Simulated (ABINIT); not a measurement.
# HfC (Fm-3m) in ABINIT: a series of runs

One crystal, HfC, is run at these levels: PBEsol+U, PBEsol; tasks: single point, relaxation of cell and atoms.

Everything below comes from runs of ABINIT 10.8.3 (patched build). Logs are shortened: lines on timing, memory, paths and dates and some standing lists are left out, and cuts for length are marked. The log counts tension as positive stress, the text compression.

## Step 1: The crystal as given

Symmetry: Fm-3m, No. 225, cubic system. The conventional cell has a = 4.650 Å, b = 4.650 Å, c = 4.650 Å, α = 90.00°, β = 90.00°, γ = 90.00°. Hf (site symmetry m-3m) has 6 C at 2.33 Å as nearest neighbours. Around C (site symmetry m-3m) lie 6 Hf at 2.33 Å.

## Step 2: Single point, PBEsol+U

File run.abi:

```
# Pseudopotentials
pp_dirpath "./"
pseudos "Hf.GGA_PBE-JTH.xml, C.GGA_PBE-JTH.xml"

# Structure
acell 3.2880465325 3.2880465325 3.2880465325 Angstrom
rprim
     0.0000000000     0.7071067812     0.7071067812
     0.7071067812     0.0000000000     0.7071067812
     0.7071067812     0.7071067812     0.0000000000
ntypat 2
znucl 72 6
natom 2
typat 1 2
xred
     0.5000000000     0.5000000000     0.5000000000
     0.0000000000     0.0000000000     0.0000000000

# Plane-wave basis
ecut 19.0
pawecutdg 38.0
pawxcdev 0

# k points
kptopt 1
ngkpt 10 10 10
nshiftk 1
shiftk 0.0 0.0 0.0

# Exchange and correlation
ixc -116133

# Bands and occupations
nband 12
occopt 3
tsmear 0.00183747

# DFT+U
usepawu 1
lpawu 2 -1
upawu 8.0 0.0 eV
jpawu 0.0 0.0 eV

# SCF cycle
nstep 100
tolvrs 1.0e-9

# Output
iomode 3
prtwf 0
prtden 0
prteig 0
prtebands 0
enunit 2
```

Potentials or basis: JTH PAW PBE v2.0.

Run with:

```bash
$ abinit run.abi > log 2>&1
```

run.abo:

```text
.Version 10.8.3 of ABINIT
 Symmetries : space group Fm -3 m (#225); Bravais cF (face-center cubic)
================================================================================
 Values of the parameters that define the memory need of the present run
     intxc =       0    ionmov =       0      iscf =      17    lmnmax =      18
     lnmax =       6     mgfft =      27  mpssoang =       3    mqgrid =    3001
     natom =       2  nloc_mem =       2    nspden =       1   nspinor =       1
    nsppol =       1      nsym =      48    n1xccc =       1    ntypat =       2
    occopt =       3   xclevel =       2
       mpw =         684          nfft =       19683          nkpt =          47
 PAW method is used; the additional fine FFT grid is defined by:
   mgfftf=        36    nfftf =     46656
================================================================================
================================================================================

--------------------------------------------------------------------------------
------------- Echo of variables that govern the present computation ------------
--------------------------------------------------------------------------------
 -outvars: echo values of preprocessed input variables --------
            acell      6.2135074357E+00  6.2135074357E+00  6.2135074357E+00 Bohr
              amu      1.78490000E+02  1.20110000E+01
             ecut      1.90000000E+01 Hartree
           enunit           2
              ixc     -116133
         kptrlatt       10    0    0      0   10    0      0    0   10
          kptrlen      6.21350744E+01
            lpawu           2      -1
            natom           2
            nband          12
            ngfft          27      27      27
          ngfftdg          36      36      36
             nkpt          47
            nstep         100
             nsym          48
           ntypat           2
           occopt           3
        pawecutdg      3.80000000E+01 Hartree
         pawxcdev           0
           prtden           0
        prtebands           0
           prteig           0
            prtwf           0
            rprim      0.0000000000E+00  7.0710678120E-01  7.0710678120E-01
                       7.0710678120E-01  0.0000000000E+00  7.0710678120E-01
                       7.0710678120E-01  7.0710678120E-01  0.0000000000E+00
          spgroup         225
           tolvrs      1.00000000E-09
           tsmear      1.83747000E-03 Hartree
            typat      1  2
            upawu      2.93994577E-01  0.00000000E+00 Hartree
          usepawu           1
           useylm           1
           xangst      2.3250000000E+00  2.3250000000E+00  2.3250000000E+00
                       0.0000000000E+00  0.0000000000E+00  0.0000000000E+00
            xcart      4.3936132428E+00  4.3936132428E+00  4.3936132428E+00
                       0.0000000000E+00  0.0000000000E+00  0.0000000000E+00
             xred      5.0000000000E-01  5.0000000000E-01  5.0000000000E-01
                       0.0000000000E+00  0.0000000000E+00  0.0000000000E+00
            znucl       72.00000    6.00000

================================================================================

 chkinp: Checking input parameters for consistency.

================================================================================
== DATASET  1 ==================================================================

--- !DatasetInfo
iteration_state: {dtset: 1, }
dimensions: {natom: 2, nkpt: 47, mband: 12, nsppol: 1, nspinor: 1, nspden: 1, mpw: 684, }
cutoff_energies: {ecut:  19.0, pawecutdg:  38.0, }
electrons: {nelect:   1.60000000E+01, charge:   0.00000000E+00, occopt:   3.00000000E+00, tsmear:   1.83747000E-03, }
meta: {optdriver: 0, ionmov: 0, optcell: 0, iscf: 17, paral_kgb: 0, }
...

 Real(R)+Recip(G) space primitive vectors, cartesian coordinates (Bohr,Bohr^-1):
 R(1)=  0.0000000  4.3936132  4.3936132  G(1)= -0.1138016  0.1138016  0.1138016
 R(2)=  4.3936132  0.0000000  4.3936132  G(2)=  0.1138016 -0.1138016  0.1138016
 R(3)=  4.3936132  4.3936132  0.0000000  G(3)=  0.1138016  0.1138016 -0.1138016
 Unit cell volume ucvol=  1.6962719E+02 bohr^3
 Angles (23,13,12)=  6.00000000E+01  6.00000000E+01  6.00000000E+01 degrees

 Coarse grid specifications (used for wave-functions):

 getcut: wavevector=  0.0000  0.0000  0.0000  ngfft=  27  27  27
         ecut(hartree)=     19.000   => boxcut(ratio)=   2.13568

 Fine grid specifications (used for densities):

 getcut: wavevector=  0.0000  0.0000  0.0000  ngfft=  36  36  36
         ecut(hartree)=     38.000   => boxcut(ratio)=   2.08790

--- Pseudopotential description ------------------------------------------------
- pspini: atom type   1  psp file is ./Hf.GGA_PBE-JTH.xml
 Pseudopotential format is: paw10
 basis_size (lnmax)=  6 (lmn_size= 18), orbitals=   0   0   1   1   2   2
 Spheres core radius: rc_sph= 2.41119446
 Shapefunction is SIN type: shapef(r)=[sin(pi*r/rshp)/(pi*r/rshp)]**2
 Radius for shape functions =  2.41119446
 Compensation charge density is not taken into account in XC energy/potential

- pspini: atom type   2  psp file is ./C.GGA_PBE-JTH.xml
 Pseudopotential format is: paw10
 basis_size (lnmax)=  4 (lmn_size=  8), orbitals=   0   0   1   1
 Spheres core radius: rc_sph= 1.50736703
 Shapefunction is SIN type: shapef(r)=[sin(pi*r/rshp)/(pi*r/rshp)]**2
 Radius for shape functions =  1.30052589
 Compensation charge density is not taken into account in XC energy/potential

   1.55524723E+03                                ecore*ucvol(ha*bohr**3)
--------------------------------------------------------------------------------

 ******************************************
 DFT+U Method used: FLL
 ******************************************

================================================================================

--- !BeginCycle
iteration_state: {dtset: 1, }
solver: {iscf: 17, nstep: 100, nline: 4, wfoptalg: 10, }
tolerances: {tolvrs: 1.00E-09, }
...

     iter   Etot(hartree)      deltaE(h)  residm     nres2
 ETOT  1  -55.139227810272    -5.514E+01 2.348E+00 1.968E+01
 ETOT  2  -55.750409167440    -6.112E-01 3.841E-02 2.829E+00
 ETOT  3  -55.746436002182     3.973E-03 3.773E-02 3.919E-01
 ETOT  4  -55.745954995672     4.810E-04 3.957E-02 2.619E-02
 ETOT  5  -55.745917385443     3.761E-05 4.840E-03 7.442E-04
 ETOT  6  -55.745926732260    -9.347E-06 6.998E-03 1.034E-04
 ETOT  7  -55.745926277031     4.552E-07 3.581E-03 7.827E-06
 ETOT  8  -55.745926320956    -4.393E-08 3.359E-03 1.399E-06
 ETOT  9  -55.745926319671     1.285E-09 1.120E-03 1.911E-07
 ETOT 10  -55.745926319082     5.892E-10 1.210E-03 7.367E-10

 At SCF step   10       nres2   =  7.37E-10 < tolvrs=  1.00E-09 =>converged.

 Cartesian components of stress tensor (hartree/bohr^3)
  sigma(1 1)= -5.20095656E-04  sigma(3 2)=  0.00000000E+00
  sigma(2 2)= -5.20095656E-04  sigma(3 1)=  0.00000000E+00
  sigma(3 3)= -5.20095656E-04  sigma(2 1)=  0.00000000E+00

--- !ResultsGS
iteration_state: {dtset: 1, }
comment   : Summary of ground state results
lattice_vectors:
- [  0.0000000,   4.3936132,   4.3936132, ]
- [  4.3936132,   0.0000000,   4.3936132, ]
- [  4.3936132,   4.3936132,   0.0000000, ]
lattice_lengths: [   6.21351,    6.21351,    6.21351, ]
lattice_angles: [ 60.000,  60.000,  60.000, ] # degrees, (23, 13, 12)
lattice_volume:   1.6962719E+02
convergence: {deltae:  5.892E-10, res2:  7.367E-10, residm:  1.210E-03, diffor: null, }
etotal    :  -5.57459263E+01
entropy   :   0.00000000E+00
fermie    :   3.79867678E-02
cartesian_stress_tensor: # hartree/bohr^3
- [ -5.20095656E-04,   0.00000000E+00,   0.00000000E+00, ]
- [  0.00000000E+00,  -5.20095656E-04,   0.00000000E+00, ]
- [  0.00000000E+00,   0.00000000E+00,  -5.20095656E-04, ]
pressure_GPa:   1.5302E+01
xred      :
- [  5.0000E-01,   5.0000E-01,   5.0000E-01, Hf]
- [  0.0000E+00,   0.0000E+00,   0.0000E+00,  C]
cartesian_forces: # hartree/bohr
- [ -0.00000000E+00,  -0.00000000E+00,  -0.00000000E+00, ]
- [ -0.00000000E+00,  -0.00000000E+00,  -0.00000000E+00, ]
force_length_stats: {min:   0.00000000E+00, max:   0.00000000E+00, mean:   0.00000000E+00, }
...

 Integrated electronic density in atomic spheres:
 ------------------------------------------------
 Atom  Sphere_radius  Integrated_density
    1        2.41119          9.41785851
    2        1.50737          2.47657657

 ---------- DFT+U DATA ---------------------------------------------------

 ====== For Atom     1, occupations for correlated orbitals. lpawu =   2

 == Occupation matrix for correlated orbitals:

 Up component only...
     0.06573    0.00000    0.00000    0.00000    0.00000
     0.00000    0.06573    0.00000    0.00000    0.00000
     0.00000    0.00000    0.14573    0.00000    0.00000
     0.00000    0.00000    0.00000    0.06573    0.00000
     0.00000    0.00000    0.00000    0.00000    0.14573

================================================================================

 ----iterations are completed or convergence reached----

 Mean square residual over all n,k,spin=   60.081E-07; max=  12.100E-04
 reduced coordinates (array xred) for    2 atoms
       0.500000000000      0.500000000000      0.500000000000
       0.000000000000      0.000000000000      0.000000000000
 rms dE/dt=  0.0000E+00; max dE/dt=  0.0000E+00; dE/dt below (all hartree)
    1       0.000000000000      0.000000000000      0.000000000000
    2       0.000000000000      0.000000000000      0.000000000000

 cartesian coordinates (angstrom) at end:
    1      2.32500000003190     2.32500000003190     2.32500000003190
    2      0.00000000000000     0.00000000000000     0.00000000000000

 cartesian forces (hartree/bohr) at end:
    1     -0.00000000000000    -0.00000000000000    -0.00000000000000
    2     -0.00000000000000    -0.00000000000000    -0.00000000000000
 frms,max,avg= 0.0000000E+00 0.0000000E+00   0.000E+00  0.000E+00  0.000E+00 h/b

 cartesian forces (eV/Angstrom) at end:
    1     -0.00000000000000    -0.00000000000000    -0.00000000000000
    2     -0.00000000000000    -0.00000000000000    -0.00000000000000
 frms,max,avg= 0.0000000E+00 0.0000000E+00   0.000E+00  0.000E+00  0.000E+00 e/A
 length scales=  6.213507435666  6.213507435666  6.213507435666 bohr
              =  3.288046532500  3.288046532500  3.288046532500 angstroms
 Fermi (or HOMO) energy (hartree) =   0.03799   Average Vxc (hartree)=  -0.46223
 Eigenvalues (hartree) for nkpt=  47  k points:
 kpt#   1, nband= 12, wtk=  0.00100, kpt=  0.0000  0.0000  0.0000 (reduced coord)
  -2.26904   -1.10597   -1.10597   -1.10597   -0.43470    0.06445    0.06445    0.06445
   0.11718    0.11718    0.11718    0.18998
      occupation numbers for kpt#   1
   2.00000    2.00000    2.00000    2.00000    2.00000    0.00000    0.00000    0.00000
   0.00000    0.00000    0.00000    0.00000
 prteigrs : prtvol=0 or 1, do not print more k-points.

 Fermi (or HOMO) energy (eV) =   1.03367   Average Vxc (eV)= -12.57793
 Eigenvalues (   eV  ) for nkpt=  47  k points:
 kpt#   1, nband= 12, wtk=  0.00100, kpt=  0.0000  0.0000  0.0000 (reduced coord)
 -61.74359  -30.09506  -30.09506  -30.09506  -11.82893    1.75388    1.75388    1.75388
   3.18868    3.18868    3.18868    5.16952
 prteigrs : prtvol=0 or 1, do not print more k-points.

--- !EnergyTerms
iteration_state     : {dtset: 1, }
comment             : Components of total free energy in Hartree
kinetic             :  8.43731044793148E+00
hartree             :  5.62986407676046E+00
xc                  : -1.10774766951843E+01
Ewald energy        : -4.76937911056425E+01
psp_core            :  9.16861988550518E+00
local_psp           : -1.21291451999937E+00
PAW spherical_terms : -1.89974406989090E+01
internal            : -5.57458286095380E+01
'-kT*entropy'       : -9.91140047419604E-05
total_energy        : -5.57459277235427E+01
total_energy_eV     : -1.51692397092586E+03
...

--- !EnergyTermsDC
iteration_state     : {dtset: 1, }
comment             : '"Double-counting" decomposition of free energy'
band_energy         : -1.23100531143551E+01
Ewald energy        : -4.76937911056425E+01
psp_core            :  9.16861988550518E+00
xc_dc               : -1.05261308994533E+01
PAW spherical_terms :  5.61552802886817E+00
internal            : -5.57458272050775E+01
'-kT*entropy'       : -9.91140047419604E-05
total_energy_dc     : -5.57459263190822E+01
total_energy_dc_eV  : -1.51692393270854E+03
...

--- !EnergyTermsWithPAWCore
iteration_state     : {dtset: 1, }
comment             : 'Components of total free energy, including PAW core contributions'
Total energy        : -1.51118679846832E+04
Total energy DC     : -1.51118679832787E+04
Total energy (eV)   : -4.11214876629488E+05
Total energy DC (eV): -4.11214876591271E+05
...

 Cartesian components of stress tensor (hartree/bohr^3)
  sigma(1 1)= -5.20095656E-04  sigma(3 2)=  0.00000000E+00
  sigma(2 2)= -5.20095656E-04  sigma(3 1)=  0.00000000E+00
  sigma(3 3)= -5.20095656E-04  sigma(2 1)=  0.00000000E+00

-Cartesian components of stress tensor (GPa)         [Pressure=  1.5302E+01 GPa]
- sigma(1 1)= -1.53017425E+01  sigma(3 2)=  0.00000000E+00
- sigma(2 2)= -1.53017425E+01  sigma(3 1)=  0.00000000E+00
- sigma(3 3)= -1.53017425E+01  sigma(2 1)=  0.00000000E+00

== END DATASET(S) ==============================================================
================================================================================

 -outvars: echo values of variables after computation  --------
            acell      6.2135074357E+00  6.2135074357E+00  6.2135074357E+00 Bohr
           etotal     -5.5745926319E+01
            fcart     -0.0000000000E+00 -0.0000000000E+00 -0.0000000000E+00
                      -0.0000000000E+00 -0.0000000000E+00 -0.0000000000E+00
            rprim      0.0000000000E+00  7.0710678120E-01  7.0710678120E-01
                       7.0710678120E-01  0.0000000000E+00  7.0710678120E-01
                       7.0710678120E-01  7.0710678120E-01  0.0000000000E+00
           strten     -5.2009565650E-04 -5.2009565650E-04 -5.2009565650E-04
                       0.0000000000E+00  0.0000000000E+00  0.0000000000E+00
           xangst      2.3250000000E+00  2.3250000000E+00  2.3250000000E+00
                       0.0000000000E+00  0.0000000000E+00  0.0000000000E+00
             xred      5.0000000000E-01  5.0000000000E-01  5.0000000000E-01
                       0.0000000000E+00  0.0000000000E+00  0.0000000000E+00
 Calculation completed.
```

Run time: 9 s. Hardware: 1 thread of AMD EPYC 9R45 (Zen 5), shared host; peak memory 0.11 GiB.

Results:

```
Free energy                                           : -1516.9239 eV
Pressure                                              : 15.3 GPa
Band gap on the k mesh                                : none (metal or under the smearing width)
Valence electrons inside the program's atomic spheres : Hf 9.42; C 2.48
```

Eigenvalues of the final occupation matrices:
```csv
site,spin,trace,eigenvalues
atom 1,1,0.49,0.07 0.07 0.07 0.15 0.15
```

Caveat: the PAW data sets were made with another functional, which shifts forces and pressure a little; U without spin polarisation on a metal has little footing; the U is typed as a test and isn't derived for this compound. The run has no spin-orbit coupling, so splittings on Hf are missing.

## Step 3: Relaxation of cell and atoms, PBEsol

run.abi: that of step 2 with these lines changed.

```diff
@@ -17,2 +17,5 @@
      0.0000000000     0.0000000000     0.0000000000
+chkprim 0
+chksymtnons 0
+tolsym 1.0e-6
 
@@ -37,8 +40,2 @@
 
-# DFT+U
-usepawu 1
-lpawu 2 -1
-upawu 8.0 0.0 eV
-jpawu 0.0 0.0 eV
-
 # SCF cycle
@@ -54 +51,9 @@
 enunit 2
+
+# Relaxation
+ionmov 22
+ntime 60
+tolmxf 5.0e-5
+optcell 2
+dilatmx 1.08
+ecutsm 0.5
```

Potentials or basis: JTH PAW PBE v2.0.

Run with:

```bash
$ abinit run.abi > log 2>&1
```

Wall time 40 s (1 thread of Intel Xeon 6975P-C (Granite Rapids), shared host); peak memory 0.13 GiB.

It converged, with:

```yaml
Free_energy: -1520.8513 eV
Relaxed_volume: 12.24 Å³/atom
Relaxed_cell: a = 3.259 Å, b = 3.259 Å, c = 3.259 Å, α = 60.00°, β = 60.00°, γ = 60.00°
Space_group_after_relaxing_to_0.05_Å: Fm-3m (No. 225)
Energy_gained_by_relaxing: 6.5 meV/atom
Ionic_steps: 4
Pressure_after_relaxing: 0.0 GPa
Band_gap_on_the_k_mesh: none (metal or under the smearing width)
Valence_electrons_inside_the_program's_atomic_spheres: Hf 9.65; C 2.39
```

Step by step:
```tsv
step	energy change (eV)	largest force (eV/Å)	pressure (GPa)	volume (Å³)
1	0.0000	0.0000	-6.36	25.14
2	-0.0122	0.0000	-1.73	24.65
3	-0.0131	0.0000	0.05	24.48
4	-0.0131	0.0000	0.00	24.48
```

Final structure:
```
Hf C
1.0
     0.00000    2.30460    2.30460
     2.30460    0.00000    2.30460
     2.30460    2.30460    0.00000
Hf C
1 1
Direct
  0.50000 0.50000 0.50000
  0.00000 0.00000 0.00000
```

Levels at points of the mesh, in eV from the Fermi level:
```csv
k point,band 6,band 7,band 8,band 9,band 10,band 11
"(0.00, 0.00, 0.00)",1.03,1.03,1.03,1.33,1.33,1.33
"(0.50, 0.00, 0.00)",-6.32,-3.10,-3.10,5.44,5.44,5.92
"(0.50, 0.50, 0.00)",-2.59,-1.95,-0.08,-0.08,5.44,6.93
```

Caveat: the PAW data sets were made with another functional, which shifts forces and pressure a little.
